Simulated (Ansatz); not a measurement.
## A convergence test on CuI (Marshite): k mesh of the hybrid

Aim: see how gap, energy and time of CuI (Marshite) follow the k mesh of the hybrid.

Program: Ansatz 0.2.0. Level of theory: DFT, HSE06, plane waves, PAW. Results are calculated unless marked as measured.

The database entry behind the starting cell differs from later determinations by our own check (about 0.15 % long (mineral sample)), so it need not match the best structure at ambient conditions.

## (1) The starting structure

Symmetry: F-43m, No. 216, cubic system. Conventional cell: a = 6.063 Å, b = 6.063 Å, c = 6.063 Å, α = 90.00°, β = 90.00°, γ = 90.00°. Cu has 4 I at 2.63 Å nearest. I has 4 Cu at 2.63 Å nearest. Farther neighbours and most contacts between anions are not listed.

The cell and positions come from the Crystallography Open Database and are kept as given unless a step says otherwise. Spin-orbit coupling is left out unless a step names it. The default PAW set here is soft_2. Its files were made with PBE.

## (2) k mesh of the hybrid: 2×2×2

Contents of input.yaml:

```yaml
crystal:
  lattice:
    - [0.0, 3.0315, 3.0315]
    - [3.0315, 0.0, 3.0315]
    - [3.0315, 3.0315, 0.0]
  atoms:
    - { symbol: Cu, position: [0.25, 0.25, 0.25] }
    - { symbol: I, position: [0.0, 0.0, 0.0] }
kpoints:
  mp_grid: { grid: [2, 2, 2] }
  band_path:
    path:
      - [0.0, 0.0, 0.0]
      - [-0.5, -0.5, 0.0]
      - [-0.375, -0.375, 0.25]
      - [-0.375, 0.0, 0.375]
      - [0.0, 0.0, 0.5]
      - [-0.5, -0.25, 0.25]
    npoints: 1
hamiltonian:
  xc: hse06
scf:
  occupations: { method: fixed }
  n_extra_bands: 4
output:
  eigenvalues: true
```

Started as:

```bash
$ ansatz run input.yaml --threads 3 --pin off --max-ram 92160MiB --backend cuda --events-out ev --progress --plain --runs-dir out --devices 1 --max-vram 13GiB  # rebuilt from the run's record
```

Numbers of over 12 decimals in the logs are rounded to 6 here.

The log of the run:

```text
scf.n_extra_bands = 4 over 18 filled bands (N_el = 36.0): the run solves 22 bands
exact exchange: scf.exx.singularity resolves to wigner_seitz, which cuts the screened interaction at the faces of the exchange supercell's Wigner-Seitz cell, so that each pair interacts once, at the shortest of its separations (the periodic images that this leaves out come, for a point-like exchange hole, to about 0.060 eV on a filled level). The cut falls within the interaction's reach, and what an exchange supercel [...]
GPUs: using 1 of 1 available (devices: 1).
Engine: ansatz 0.2.0, x86_64-unknown-linux-gnu
Pseudopotentials: kind: paw
Pseudopotential: Cu, paw, valence charge 19, recommended cutoff 420 eV (normal), Cu.paw.azcp
Pseudopotential: I, paw, valence charge 17, recommended cutoff 420 eV (normal), I.paw.azcp
Functional definition: HSE06
  parameter a = 0.25
  parameter omega = 0.11/bohr
  exchange = pbe_x - a*pbe_x_sr(omega) + a*exact_x_sr(omega)
  correlation = pbe_c
davidson cushion auto → on  (no smearing: the cushion is to keep the highest requested band from converging to the state above it; pin scf.eigensolver.cushion to override)
device memory: the entry about to start is reckoned to put 1.0 GiB on a device that reports 62.0 GiB free (of which the cap on the GPU budget leaves the run 13.0 GiB)
GPU FFT provider: cuFFT
GPU libraries: cuBLAS 13.8.2, cuFFT 12.4.0, cuSOLVER 12.3.4
Crystal: 2 atoms, lattice volume = 55.719 Å³
Basis set: ecut = 420 eV, 1067 PW (Γ)
Bands: 22, of which v1, the nominal top of the filled ones, is band 18 counted from 1 (17 counted from 0)
Symmetry: 24 space group operations
Space group: F-43m (ITA 216), of the structure as read, at distance tolerance 3.8e-5 Å
k-points: 3 of 8
Non-local potential: Cu, projectors of the file, l = 0: 3, l = 1: 2, l = 2: 3, l = 3: 1
Non-local potential: I, projectors of the file, l = 0: 2, l = 1: 2, l = 2: 2, l = 3: 2
PAW form: soft (Blöchl's): semilocal exchange-correlation on the pseudo side does not see the compensation charge
PAW frozen core: Cu, regenerated for the run's functional, and the local potential with it (the file was generated under x = pbe(κ = 0.804, μ = 0.219515), c = pbe(β = 0.066725))
PAW frozen core: I, regenerated for the run's functional, and the local potential with it (the file was generated under x = pbe(κ = 0.804, μ = 0.219515), c = pbe(β = 0.066725))
PAW one-centre angular grid: Cu, 590 points (default); XC on 64 Gauss nodes
PAW one-centre angular grid: I, 590 points (default); XC on 96 Gauss nodes
Initial density: superposition of atomic densities (neutral atoms: chi_scale 0, normalization atom), corrected by the library's trained network
Initial wavefunctions: pseudopotential atomic-orbital guess
GPU buffer pool allocated for 27000 grid points (all kernels)
GPU transforms: local potential and band sums: pruned to the plane-wave sphere, on 30×30×30
Functional: x = pbe(κ = 0.804, μ = 0.219515), c = pbe(β = 0.066725), warm-up for x = pbe(κ = 0.804, μ = 0.219515) + 0.25 (exact − pbe) at short range (hse, ω = 0.207870 Å⁻¹), c = pbe(β = 0.066725); HSE06 as pw.x's `hse` composes it (authors' and Libxc's form: `xc: wpbeh`)
SCF iter   1: F=—  HF=-14137.496839 eV  |F-HF|=—  |Δ(HF+E_count)|=         —  Δρ=7.83e-3  dr2=7.20e-2  ethr=1.77e-3  ⟨swp⟩=8.0  Hψ=302  notcnv=0
preconditioner: auto → none  [insulator: Δε(μ)=1.127 eV  Ē_g=9.034 eV  n_scr=14 (ndim 8)  ℏωp=21.1 eV  f_vac=0.179]
SCF iter   2: F=—  HF=-14137.484033 eV  |F-HF|=—  |Δ(HF+E_count)|=   1.28e-2  Δρ=1.06e-2  dr2=3.97e-2  ethr=2.00e-4  ⟨swp⟩=3.7  Hψ=184  notcnv=0
SCF iter   3: F=—  HF=-14137.480785 eV  |F-HF|=—  |Δ(HF+E_count)|=   3.25e-3  Δρ=7.03e-3  dr2=1.87e-2  ethr=1.10e-4  ⟨swp⟩=4.0  Hψ=182  notcnv=0
SCF iter   4: F=—  HF=-14137.476948 eV  |F-HF|=—  |Δ(HF+E_count)|=   3.84e-3  Δρ=2.54e-3  dr2=2.54e-3  ethr=5.21e-5  ⟨swp⟩=2.3  Hψ=148  notcnv=0
iter 5 solved again at ethr=1.37e-7 eV; its pass at ethr=7.06e-6 eV (dr2=4.92e-5 eV) is discarded
[...]
SCF iter   2: F=—  HF=-14141.708614 eV  |F-HF|=—  |Δ(HF+E_count)|=   1.30e-2  Δρ=2.89e-2  dr2=3.25e-1  ethr=1.36e-6  ⟨swp⟩=5.7  Hψ=288  notcnv=0
SCF iter   3: F=—  HF=-14141.609945 eV  |F-HF|=—  |Δ(HF+E_count)|=   9.87e-2  Δρ=5.97e-3  dr2=1.51e-2  ethr=1.36e-6  ⟨swp⟩=5.0  Hψ=268  notcnv=0
SCF iter   4: F=—  HF=-14141.622329 eV  |F-HF|=—  |Δ(HF+E_count)|=   1.24e-2  Δρ=2.79e-3  dr2=3.03e-3  ethr=1.36e-6  ⟨swp⟩=4.0  Hψ=226  notcnv=0
SCF iter   5: F=—  HF=-14141.621791 eV  |F-HF|=—  |Δ(HF+E_count)|=   5.39e-4  Δρ=1.50e-4  dr2=3.91e-5  ethr=1.36e-6  ⟨swp⟩=4.0  Hψ=213  notcnv=0
SCF iter   6: F=—  HF=-14141.622040 eV  |F-HF|=—  |Δ(HF+E_count)|=   2.50e-4  Δρ=2.53e-4  dr2=3.70e-5  ethr=3.42e-8  ⟨swp⟩=4.0  Hψ=247  notcnv=0
SCF iter   7: F=-14141.622027 eV  HF=-14141.622027 eV  |F-HF|=2.89e-7  |Δ(HF+E_count)|=   1.28e-5  Δρ=2.40e-5  dr2=9.64e-7  ethr=3.42e-8  ⟨swp⟩=4.0  Hψ=190  notcnv=0
SCF 2 stopped early in 7 iterations: F = -14141.622027 eV  dr2 = 9.64e-7
  greatest PAW one-centre occupation: 1.000 electrons in one spin orbital (limit 2), on the Cu atom at site 0 (counted from 0), in its partial waves of l = 1
hybrid outer 1: dexx = +1.584e-2 eV, tail = 9.24e-5 eV
GPU FFT provider: cuFFT
GPU libraries: cuBLAS 13.8.2, cuFFT 12.4.0, cuSOLVER 12.3.4
GPU buffer pool allocated for 27000 grid points (all kernels)
GPU transforms: local potential and band sums: pruned to the plane-wave sphere, on 30×30×30
Exchange kernel: α = 0.2500, screened, ω = 0.2079 Å⁻¹, Wigner–Seitz truncation, v(0) = 762.0167 eV·Å³, q-mesh 2×2×2, nearest image of the exchange supercell L = 8.57 Å, pair-density grid 18×18×18, without the augmentation charges, whose exchange is taken in its separable form by FFT convolution over the k-point mesh (sized by the pseudopotential files, 24×24×24 at the most), smooth part of the exact exchange by density-matrix convolution in up to 263.9 MiB of GPU memory as planned if the GPU has room (build and FFT work areas not counted)
Frozen-core exchange: fock
SCF iter   1: F=—  HF=-14141.621932 eV  |F-HF|=—  |Δ(HF+E_count)|=         —  Δρ=1.11e-4  dr2=4.47e-6  ethr=1.28e-6  ⟨swp⟩=3.0  Hψ=157  notcnv=0
preconditioner: auto → none  [insulator: Δε(μ)=2.811 eV  Ē_g=10.938 eV  n_scr=14 (ndim 8)  ℏωp=21.1 eV  f_vac=0.208]
iter 2 solved again at ethr=3.26e-10 eV; its pass at ethr=9.05e-9 eV (dr2=1.17e-7 eV) is discarded
SCF iter   2: F=—  HF=-14141.621932 eV  |F-HF|=—  |Δ(HF+E_count)|=   4.96e-7  Δρ=2.21e-5  dr2=1.81e-7  ethr=3.26e-10  ⟨swp⟩=3.0  Hψ=366  notcnv=0
SCF iter   3: F=—  HF=-14141.621933 eV  |F-HF|=—  |Δ(HF+E_count)|=   4.37e-7  Δρ=1.45e-5  dr2=1.24e-7  ethr=3.26e-10  ⟨swp⟩=4.0  Hψ=210  notcnv=0
SCF iter   4: F=-14141.621933 eV  HF=-14141.621933 eV  |F-HF|=9.33e-9  |Δ(HF+E_count)|=   3.19e-8  Δρ=3.53e-6  dr2=4.86e-9  ethr=3.22e-10  ⟨swp⟩=3.0  Hψ=167  notcnv=0
SCF 3 converged in 4 iterations: F = -14141.621933 eV  dr2 = 4.86e-9
hybrid outer 2: dexx = +6.040e-7 eV, tail = 8.16e-8 eV, Δε = 6.74e-3 eV (about 3.07e-4 eV left of the loop's levels)
device memory: the entry about to start is reckoned to put 0.4 GiB on a device that reports 61.7 GiB free (of which the cap on the GPU budget leaves the run 13.0 GiB)
NSCF: frozen V_eff on 6 k-points
hybrid SCF converged: 2 outer / 11 inner (+5 warm-up), last move |dexx| = 6.04e-7 eV, tail = 8.16e-8 eV
Stability not checked: this state was not tested for a lower state beside it, because the functional holds exact exchange (a hybrid, or Hartree-Fock), whose exchange loop this test does not read (fock_operator; see scf.lower_state_search)
Free energy (F): -14141.621933 eV
Frozen-core exchange: fock
Harris-Foulkes:  -14141.621933 eV  (|F-HF|=9.33e-9)
Internal energy: -14141.621933 eV  (E = F + TS)
E sigma→0 (E₀):  -14141.621933 eV
Fermi energy:    7.190728 eV
--- Per-component energies (eV) ---
  E_band       = -955.125046
  E_kinetic    = 491.942868
  E_local      = -7656.847824  (includes V_loc(G=0)·N_el)
  E_nonlocal   = 326.729939
  E_hartree    = 3573.991608
  E_xc         = -172.875719
  E_vxc        = -192.068139  (∫ρ·V_xc dr)
  E_exx        = -160.054797  (= α·E_x^exact, valence–valence)
  E_paw        = -6389.794073  (= ΣΔE_a)
  E_vpaw       = -752.764200  (= ΣTr[D̂ρ^β])
  E_aug_tail   = 0.000303  (compensation charges beyond the density's cutoff)
  E_ewald      = -4154.131452
  E_core_change = -0.582787  (= ΣΔE_core)
  E_smearing   = -0.000000  (= −TS)
  E_closure    = -0.000000  (closes the sum)
  Σ components = -14141.621933   (vs F -14141.621933, Δ=0.00e0)
--- Band table (eV) ---
  k-point 0: bands = [... 14 lower, 4.6192, 7.1907, 7.1907, 7.1907, 10.0026, 13.6018, 13.6018, 13.6018]
  k-point 1: bands = [... 14 lower, 4.6399, 4.6792, 6.3563, 6.3563, 10.9441, 14.1039, 14.1039, 16.1051]
  k-point 2: bands = [... 14 lower, 4.6982, 4.8390, 5.2004, 5.2004, 11.1942, 11.5776, 18.2198, 18.8420]
```

Elapsed: 4.7 s, on 1 × NVIDIA H100 80GB HBM3 (shared by 6 runs) with 3 threads of AMD EPYC 7R13 (Zen 3), shared host; peak memory 1 GiB; 7.5 s of CPU time.

In the SCF lines HF is the Harris–Foulkes energy and dr2 the Hartree energy of the density residual, in eV; the loop may stop once dr2 is under the threshold and the program's other checks hold. Hψ counts applications of the Hamiltonian.

This step gave:

| Property | Result |
| --- | --- |
| gap | 2.812 eV |
| valence top at | Γ |
| conduction bottom at | Γ |
| least direct gap | 2.812 eV |
| exact-exchange fraction | 0.25 |

The gap is direct, at Γ.

## (3) k mesh of the hybrid: 4×4×4

Edit input.yaml of step 2 so:

```diff
@@ -9,3 +9,3 @@
 kpoints:
-  mp_grid: { grid: [2, 2, 2] }
+  mp_grid: { grid: [4, 4, 4] }
   band_path:
@@ -26 +26,5 @@
   eigenvalues: true
+  write_density: true
+  write_potential: true
+  elf: true
+  volumetric_format: npy
```

The log of the run:

```text
[...]
GPUs: using 1 of 1 available (devices: 1).
[...]
GPU FFT provider: cuFFT
GPU libraries: cuBLAS 13.8.2, cuFFT 12.4.0, cuSOLVER 12.3.4
Crystal: 2 atoms, lattice volume = 55.719 Å³
Basis set: ecut = 420 eV, 1067 PW (Γ)
Bands: 22, of which v1, the nominal top of the filled ones, is band 18 counted from 1 (17 counted from 0)
[... 1 set-up line as in the run before ...]
[...]
k-points: 8 of 64 (time reversal used)
[...]
E sigma→0 (E₀):  -14142.425952 eV
Fermi energy:    7.177624 eV
[...]
--- Band table (eV; the first three rows and the last of 8) ---
  k-point 0: bands = [... 14 lower, 4.6855, 7.1776, 7.1776, 7.1776, 9.8215, 13.5197, 13.5197, 13.5197]
  k-point 1: bands = [... 14 lower, 4.6763, 5.5166, 6.7440, 6.7440, 10.9582, 14.0963, 14.0963, 14.1130]
  k-point 2: bands = [... 14 lower, 4.7087, 4.7615, 6.3447, 6.3447, 10.8067, 14.0233, 14.0233, 15.9914]
  k-point 7: bands = [... 14 lower, 4.7879, 4.7976, 4.9280, 5.4849, 13.0860, 13.3460, 14.7339, 14.9194]
[key lines of the parts left out:]
Free energy (F): -14142.425952 eV
```

The job ended after 7.3 s (1 × NVIDIA H100 80GB HBM3 (shared by 6 runs) with 3 threads; peak memory 1.1 GiB).

Numbers from this step:

```
gap                  : 2.644 eV
valence top at       : Γ
conduction bottom at : Γ
least direct gap     : 2.644 eV
```

The gap is 2.644 eV, −0.168 eV from the run before at this level.

## (4) k mesh of the hybrid: 6×6×6

Edit input.yaml of step 3 so:

```diff
@@ -9,3 +9,3 @@
 kpoints:
-  mp_grid: { grid: [4, 4, 4] }
+  mp_grid: { grid: [6, 6, 6] }
   band_path:
@@ -26,5 +26 @@
   eigenvalues: true
-  write_density: true
-  write_potential: true
-  elf: true
-  volumetric_format: npy
```

The log of the run:

```text
[...]
GPUs: using 1 of 1 available (devices: 1).
[...]
GPU FFT provider: cuFFT
GPU libraries: cuBLAS 13.8.2, cuFFT 12.4.0, cuSOLVER 12.3.4
Crystal: 2 atoms, lattice volume = 55.719 Å³
Basis set: ecut = 420 eV, 1067 PW (Γ)
Bands: 22, of which v1, the nominal top of the filled ones, is band 18 counted from 1 (17 counted from 0)
[... 1 set-up line as in the run before ...]
[...]
k-points: 16 of 216 (time reversal used)
[...]
E sigma→0 (E₀):  -14142.449161 eV
Fermi energy:    7.175790 eV
[...]
--- Band table (eV; the first three rows and the last of 16) ---
  k-point 0: bands = [... 14 lower, 4.6817, 7.1758, 7.1758, 7.1758, 9.8063, 13.5142, 13.5142, 13.5142]
  k-point 1: bands = [... 14 lower, 4.6734, 6.1283, 6.9510, 6.9510, 10.7238, 13.4850, 13.8842, 13.8842]
  k-point 2: bands = [... 14 lower, 4.6823, 5.0826, 6.5403, 6.5403, 10.9081, 14.1175, 14.1175, 15.0782]
  k-point 15: bands = [... 14 lower, 4.7409, 4.7956, 5.0189, 5.4421, 12.2815, 12.6020, 15.8333, 15.8516]
[key lines of the parts left out:]
Free energy (F): -14142.449161 eV
```

Run time: 14 s. Hardware: 1 × NVIDIA H100 80GB HBM3 (shared by 6 runs) with 3 threads; peak memory 1.3 GiB.

Numbers from this step:

```yaml
gap: 2.631 eV
valence_top_at: Γ
conduction_bottom_at: Γ
least_direct_gap: 2.631 eV
```

The gap is 2.631 eV, −0.013 eV from the run before at this level.

## (5) The series

Differences are against the last row; a negative gap means that bands overlap, and a run with a band path holds that path's time. Times are wall times on 1 × NVIDIA H100 80GB HBM3 (shared by 6 runs) with 3 threads of AMD EPYC 7R13 (Zen 3), shared host, good to a factor of about two.

| k mesh of the hybrid | gap (eV) | direct gap (eV) | gap error (eV) | energy error (meV/atom) | irreducible k | time |
| --- | --- | --- | --- | --- | --- | --- |
| 2×2×2 | 2.812 | 2.812 | +0.181 | +413.6 | 3 | 4.7 s |
| 4×4×4 | 2.644 | 2.644 | +0.013 | +11.6 | 8 | 7.3 s |
| 6×6×6 | 2.631 | 2.631 | +0.000 | +0.0 | 16 | 14 s |

## (6) What came out

```json
{"2×2×2": "2.812 eV", "4×4×4": "2.644 eV", "6×6×6": "2.631 eV"}
```

In words: The gap holds to 0.02 eV from 4×4×4 on. At 2×2×2 the gap is off by +0.181 eV and the energy by +414 meV/atom. The gap is read over the mesh and added points near the edges, so meshes differ mainly through the density and, for a hybrid, the exchange operator. The runs have no spin polarisation. For a closed low-spin shell that is the natural state; where a d or f shell is open it is a constraint, and the gap is then not the crystal's own.

[Paths, hosts, dates, memory and timing lines, banners, echoed tables and standing remarks are left out of the program output.]

[Logs are printed without paths, hosts, clocks, repeated set-up lines and the standing remarks that a program may print on its own settings, such as how far it seeks lower states.]

[Runs of the session that timed out or met a known fault of the program may be left out.]

[Cells called generated may have been cut or substituted from an entry of the Crystallography Open Database or the Materials Project.]

[Hosts, paths, dates, database ids (printed as entryN), source tags and the programs' standing remarks are cut or masked in the printed files.]
